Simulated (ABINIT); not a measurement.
# GaSb (F-43m) in ABINIT: notebook

Aim: see how the results for GaSb move with the level of theory and the settings. Levels: LDA, PBEsol. Tasks: single point, relaxation of cell and atoms.

Program: ABINIT 10.8.3 (patched build). These are calculated values, not measurements. Logs are shortened: lines on timing, memory, paths and dates and some standing lists are left out, and cuts for length are marked. The log counts tension as positive stress, the text compression.

**Experimental background.**

From a printed reference work, data compilation, for a bulk crystal of GaSb at 4.2 K: band gap 0.811 eV (direct).

How close the calculation comes is told below.

## (1) The structure

It takes space group F-43m (No. 216, cubic). Conventional cell: a = 6.118 Å, b = 6.118 Å, c = 6.118 Å, α = 90.00°, β = 90.00°, γ = 90.00°. Sb (site symmetry -43m) has 4 Ga at 2.65 Å as nearest neighbours. Ga (site symmetry -43m) has 4 Sb at 2.65 Å as nearest neighbours.

## (2) Single point, LDA

The input, run.abi:

```
pp_dirpath "./"
pseudos "Sb.upf, Ga.upf"

acell 8.1751050464 8.1751050464 8.1751050464
rprim
     0.0000000000     0.7071067812     0.7071067812
     0.7071067812     0.0000000000     0.7071067812
     0.7071067812     0.7071067812     0.0000000000
ntypat 2
znucl 51 31
natom 2
typat 1 2
xcart
     4.5885000000     4.5885000000     4.5885000000
     0.0000000000     0.0000000000     0.0000000000 Angstrom

ecut 36.0

kptopt 1
ngkpt 6 6 6
nshiftk 1
shiftk 0.0 0.0 0.0

ixc 7

nband 18
occopt 3
tsmear 0.05 eV

nstep 100
tolvrs 1.0e-10

iomode 3
prtwf 0
prtden 0
prteig 0
prtebands 0
enunit 1
```

Potentials or basis: PseudoDojo NC SR LDA v0.4.1 standard.

On the command line:

```sh
abinit run.abi > log 2>&1
```

run.abo:

```text
.Version 10.8.3 of ABINIT
 Symmetries : space group F-4 3 m (#216); Bravais cF (face-center cubic)
================================================================================
 Values of the parameters that define the memory need of the present run
     intxc =       0    ionmov =       0      iscf =       7    lmnmax =       6
     lnmax =       6     mgfft =      48  mpssoang =       3    mqgrid =    3001
     natom =       2  nloc_mem =       1    nspden =       1   nspinor =       1
    nsppol =       1      nsym =      24    n1xccc =    2501    ntypat =       2
    occopt =       3   xclevel =       1
       mpw =        3996          nfft =      110592          nkpt =          16
================================================================================
================================================================================

--------------------------------------------------------------------------------
------------- Echo of variables that govern the present computation ------------
--------------------------------------------------------------------------------
 -outvars: echo values of preprocessed input variables --------
            acell      8.1751050464E+00  8.1751050464E+00  8.1751050464E+00 Bohr
              amu      1.21753000E+02  6.97230000E+01
             ecut      3.60000000E+01 Hartree
           enunit           1
              ixc           7
         kptrlatt        6    0    0      0    6    0      0    0    6
          kptrlen      4.90506303E+01
            natom           2
            nband          18
            ngfft          48      48      48
             nkpt          16
            nstep         100
             nsym          24
           ntypat           2
           occopt           3
           prtden           0
        prtebands           0
           prteig           0
            prtwf           0
            rprim      0.0000000000E+00  7.0710678120E-01  7.0710678120E-01
                       7.0710678120E-01  0.0000000000E+00  7.0710678120E-01
                       7.0710678120E-01  7.0710678120E-01  0.0000000000E+00
          spgroup         216
           tolvrs      1.00000000E-10
           tsmear      1.83746611E-03 Hartree
            typat      1  2
           xangst      4.5885000000E+00  4.5885000000E+00  4.5885000000E+00
                       3.0322832434E-09  3.0322832434E-09  3.0322832434E-09
            xcart      8.6710083287E+00  8.6710083287E+00  8.6710083287E+00
                       5.7301848662E-09  5.7301848662E-09  5.7301848662E-09
             xred      7.5000000050E-01  7.5000000050E-01  7.5000000050E-01
                       4.9563309013E-10  4.9563309013E-10  4.9563309013E-10
            znucl       51.00000   31.00000

================================================================================

 chkinp: Checking input parameters for consistency.

================================================================================
== DATASET  1 ==================================================================

--- !DatasetInfo
iteration_state: {dtset: 1, }
dimensions: {natom: 2, nkpt: 16, mband: 18, nsppol: 1, nspinor: 1, nspden: 1, mpw: 3996, }
cutoff_energies: {ecut:  36.0, pawecutdg:  -1.0, }
electrons: {nelect:   2.80000000E+01, charge:   0.00000000E+00, occopt:   3.00000000E+00, tsmear:   1.83746611E-03, }
meta: {optdriver: 0, ionmov: 0, optcell: 0, iscf: 7, paral_kgb: 0, }
...

 Exchange-correlation functional for the present dataset will be:
  LDA: Perdew-Wang 92 LSD fit to Ceperley-Alder data - ixc=7
  J.P.Perdew and Y.Wang, PRB 45, 13244 (1992)

 Real(R)+Recip(G) space primitive vectors, cartesian coordinates (Bohr,Bohr^-1):
 R(1)=  0.0000000  5.7806722  5.7806722  G(1)= -0.0864951  0.0864951  0.0864951
 R(2)=  5.7806722  0.0000000  5.7806722  G(2)=  0.0864951 -0.0864951  0.0864951
 R(3)=  5.7806722  5.7806722  0.0000000  G(3)=  0.0864951  0.0864951 -0.0864951
 Unit cell volume ucvol=  3.8633587E+02 bohr^3
 Angles (23,13,12)=  6.00000000E+01  6.00000000E+01  6.00000000E+01 degrees

 getcut: wavevector=  0.0000  0.0000  0.0000  ngfft=  48  48  48
         ecut(hartree)=     36.000   => boxcut(ratio)=   2.17386

--- Pseudopotential description ------------------------------------------------
- pspini: atom type   1  psp file is ./Sb.upf
12 -1012 2 -1 1416                            pspcod,pspxc,lmax,lloc,mmax
     nproj     2     2     2

- pspini: atom type   2  psp file is ./Ga.upf
12 -1012 2 -1 1858                            pspcod,pspxc,lmax,lloc,mmax
     nproj     2     2     2

   1.43203906E+03                                ecore*ucvol(ha*bohr**3)
--------------------------------------------------------------------------------

================================================================================

--- !BeginCycle
iteration_state: {dtset: 1, }
solver: {iscf: 7, nstep: 100, nline: 4, wfoptalg: 0, }
tolerances: {tolvrs: 1.00E-10, }
...

     iter   Etot(hartree)      deltaE(h)  residm     vres2
 ETOT  1  -164.18606782125    -1.642E+02 6.042E-01 3.375E+03
 ETOT  2  -166.43568035104    -2.250E+00 6.040E-02 5.438E+03
 ETOT  3  -166.98071680641    -5.450E-01 2.748E-02 1.031E+03
 ETOT  4  -167.05039142279    -6.967E-02 1.373E-02 4.808E+02
 ETOT  5  -167.09912270756    -4.873E-02 1.853E-03 9.004E+01
 ETOT  6  -167.10780580084    -8.683E-03 1.203E-03 1.897E+01
 ETOT  7  -167.11029422904    -2.488E-03 2.045E-04 1.337E-02
 ETOT  8  -167.11029706350    -2.834E-06 6.265E-05 2.234E-03
 ETOT  9  -167.11029731209    -2.486E-07 6.037E-06 7.937E-04
 ETOT 10  -167.11029741100    -9.892E-08 3.739E-06 2.178E-07
 ETOT 11  -167.11029741109    -8.993E-11 3.355E-07 3.601E-08
 ETOT 12  -167.11029741110    -3.695E-12 2.315E-07 4.980E-09
 ETOT 13  -167.11029741110    -1.336E-12 2.074E-08 1.441E-11

 At SCF step   13       vres2   =  1.44E-11 < tolvrs=  1.00E-10 =>converged.

 Cartesian components of stress tensor (hartree/bohr^3)
  sigma(1 1)=  1.06661455E-04  sigma(3 2)=  0.00000000E+00
  sigma(2 2)=  1.06661455E-04  sigma(3 1)=  0.00000000E+00
  sigma(3 3)=  1.06661455E-04  sigma(2 1)=  0.00000000E+00

--- !ResultsGS
iteration_state: {dtset: 1, }
comment   : Summary of ground state results
lattice_vectors:
- [  0.0000000,   5.7806722,   5.7806722, ]
- [  5.7806722,   0.0000000,   5.7806722, ]
- [  5.7806722,   5.7806722,   0.0000000, ]
lattice_lengths: [   8.17511,    8.17511,    8.17511, ]
lattice_angles: [ 60.000,  60.000,  60.000, ] # degrees, (23, 13, 12)
lattice_volume:   3.8633587E+02
convergence: {deltae: -1.336E-12, res2:  1.441E-11, residm:  2.074E-08, diffor: null, }
etotal    :  -1.67110297E+02
entropy   :   0.00000000E+00
fermie    :   1.63062665E-01
cartesian_stress_tensor: # hartree/bohr^3
- [  1.06661455E-04,   0.00000000E+00,   0.00000000E+00, ]
- [  0.00000000E+00,   1.06661455E-04,   0.00000000E+00, ]
- [  0.00000000E+00,   0.00000000E+00,   1.06661455E-04, ]
pressure_GPa:  -3.1381E+00
xred      :
- [  7.5000E-01,   7.5000E-01,   7.5000E-01, Sb]
- [  4.9563E-10,   4.9563E-10,   4.9563E-10, Ga]
cartesian_forces: # hartree/bohr
- [  2.38490318E-26,   2.38490318E-26,  -7.15470954E-26, ]
- [ -2.38490318E-26,  -2.38490318E-26,   7.15470954E-26, ]
force_length_stats: {min:   7.90982901E-26, max:   7.90982901E-26, mean:   7.90982901E-26, }
...

 Integrated electronic density in atomic spheres:
 ------------------------------------------------
 Atom  Sphere_radius  Integrated_density
    1        2.00000         11.25475282
    2        2.00000         10.82382633
================================================================================

 ----iterations are completed or convergence reached----

 Mean square residual over all n,k,spin=   98.288E-12; max=  20.742E-09
 reduced coordinates (array xred) for    2 atoms
       0.750000000496      0.750000000496      0.750000000496
       0.000000000496      0.000000000496      0.000000000496
 rms dE/dt=  3.8994E-25; max dE/dt=  5.5145E-25; dE/dt below (all hartree)
    1       0.000000000000      0.000000000000      0.000000000000
    2      -0.000000000000     -0.000000000000      0.000000000000

 cartesian coordinates (angstrom) at end:
    1      4.58850000000000     4.58850000000000     4.58850000000000
    2      0.00000000303228     0.00000000303228     0.00000000303228

 cartesian forces (hartree/bohr) at end:
    1      0.00000000000000     0.00000000000000    -0.00000000000000
    2     -0.00000000000000    -0.00000000000000     0.00000000000000
 frms,max,avg= 4.5667419E-26 7.1547095E-26   0.000E+00  0.000E+00  0.000E+00 h/b

 cartesian forces (eV/Angstrom) at end:
    1      0.00000000000000     0.00000000000000    -0.00000000000000
    2     -0.00000000000000    -0.00000000000000     0.00000000000000
 frms,max,avg= 2.3483131E-24 3.6790996E-24   0.000E+00  0.000E+00  0.000E+00 e/A
 length scales=  8.175105046400  8.175105046400  8.175105046400 bohr
              =  4.326079284358  4.326079284358  4.326079284358 angstroms
 Fermi (or HOMO) energy (eV) =   4.43716   Average Vxc (eV)=  -9.77717
 Eigenvalues (   eV  ) for nkpt=  16  k points:
 kpt#   1, nband= 18, wtk=  0.00463, kpt=  0.0000  0.0000  0.0000 (reduced coord)
 -24.30326  -24.30326  -24.30326  -24.28415  -24.28415  -10.70287  -10.70287  -10.70287
 -10.65383  -10.65383   -7.13548    4.22576    4.40337    4.40337    4.40337    7.18379
   7.18379    7.18379
 prteigrs : prtvol=0 or 1, do not print more k-points.

--- !EnergyTerms
iteration_state     : {dtset: 1, }
comment             : Components of total free energy in Hartree
kinetic             :  1.15508952821437E+02
hartree             :  5.04467691536317E+01
xc                  : -4.29593195134941E+01
Ewald energy        : -9.16498378809280E+01
psp_core            :  3.70672046456541E+00
local_psp           : -1.44840606130425E+02
non_local_psp       : -5.73229389513021E+01
internal            : -1.67110260036515E+02
'-kT*entropy'       : -3.73745833603631E-05
total_energy        : -1.67110297411098E+02
total_energy_eV     : -4.54730284853415E+03
band_energy         : -1.30201451476039E+01
...

 Cartesian components of stress tensor (hartree/bohr^3)
  sigma(1 1)=  1.06661455E-04  sigma(3 2)=  0.00000000E+00
  sigma(2 2)=  1.06661455E-04  sigma(3 1)=  0.00000000E+00
  sigma(3 3)=  1.06661455E-04  sigma(2 1)=  0.00000000E+00

-Cartesian components of stress tensor (GPa)         [Pressure= -3.1381E+00 GPa]
- sigma(1 1)=  3.13808835E+00  sigma(3 2)=  0.00000000E+00
- sigma(2 2)=  3.13808835E+00  sigma(3 1)=  0.00000000E+00
- sigma(3 3)=  3.13808835E+00  sigma(2 1)=  0.00000000E+00

== END DATASET(S) ==============================================================
================================================================================

 -outvars: echo values of variables after computation  --------
            acell      8.1751050464E+00  8.1751050464E+00  8.1751050464E+00 Bohr
           etotal     -1.6711029741E+02
            fcart      2.3849031789E-26  2.3849031789E-26 -7.1547095367E-26
                      -2.3849031789E-26 -2.3849031789E-26  7.1547095367E-26
            rprim      0.0000000000E+00  7.0710678120E-01  7.0710678120E-01
                       7.0710678120E-01  0.0000000000E+00  7.0710678120E-01
                       7.0710678120E-01  7.0710678120E-01  0.0000000000E+00
           strten      1.0666145492E-04  1.0666145492E-04  1.0666145492E-04
                       0.0000000000E+00  0.0000000000E+00  0.0000000000E+00
           xangst      4.5885000000E+00  4.5885000000E+00  4.5885000000E+00
                       3.0322832434E-09  3.0322832434E-09  3.0322832434E-09
             xred      7.5000000050E-01  7.5000000050E-01  7.5000000050E-01
                       4.9563309013E-10  4.9563309013E-10  4.9563309013E-10
 Calculation completed.
```

Run time: 51 s. Hardware: 1 thread of Arm Neoverse V1, shared host; peak memory 0.09 GiB.

Results:

```
Free energy                                           : -4547.3028 eV
Band gap on the k mesh                                : none (metal or under the smearing width)
Valence electrons inside the program's atomic spheres : Sb 11.25; Ga 10.82
```

Caveat: the cutoff is too short for stress, so the log's stress isn't used; this crystal is a semiconductor, whose small gap the functional closes, so the metal is an error of the method.

## (3) Single point, PBEsol

The input, run.abi:

```
# Pseudopotentials
pp_dirpath "./"
pseudos "Sb.upf, Ga.upf"

# Structure
acell 4.3260792873 4.3260792873 4.3260792873 Angstrom
rprim
     0.0000000000     0.7071067812     0.7071067812
     0.7071067812     0.0000000000     0.7071067812
     0.7071067812     0.7071067812     0.0000000000
ntypat 2
znucl 51 31
natom 2
typat 1 2
xred
     0.7500000000     0.7500000000     0.7500000000
     0.0000000000     0.0000000000     0.0000000000

# Plane-wave basis
ecut 36.0

# k points
kptopt 1
ngkpt 6 6 6
nshiftk 1
shiftk 0.0 0.0 0.0

# Exchange and correlation
ixc -116133

# Bands and occupations
nband 18
occopt 3
tsmear 0.00183747

# SCF cycle
nstep 100
tolvrs 1.0e-10

# Output
iomode 3
prtwf 0
prtden 0
prteig 0
prtebands 0
enunit 2
```

Potentials or basis: PseudoDojo NC SR PBEsol v0.4.1 standard.

On the command line:

```sh
abinit run.abi > log 2>&1
```

Wall time 57 s (1 thread of Arm Neoverse V1, shared host); peak memory 0.1 GiB.

It converged, with:

| Quantity | Value |
| --- | --- |
| Free energy | -4548.1439 eV |
| Pressure | -1.5 GPa |
| Band gap on the k mesh | none (metal or under the smearing width) |
| Valence electrons inside the program's atomic spheres | Sb 11.24; Ga 10.81 |

Levels at points of the mesh, in eV from the Fermi level:
| k point | band 12 | band 13 | band 14 | band 15 | band 16 | band 17 |
| --- | --- | --- | --- | --- | --- | --- |
| (0.00, 0.00, 0.00) | -0.07 | -0.05 | -0.05 | -0.05 | 2.73 | 2.73 |
| (0.50, 0.00, 0.00) | -6.43 | -1.20 | -1.20 | 0.30 | 3.68 | 3.68 |
| (0.50, 0.50, 0.00) | -6.86 | -2.63 | -2.63 | 0.80 | 1.12 | 8.66 |

Caveat: this crystal is a semiconductor, whose small gap the functional closes, so the metal is an error of the method. Spin-orbit coupling is left out, which matters for the levels of Sb.

(Part 1 of 2 ends here.)
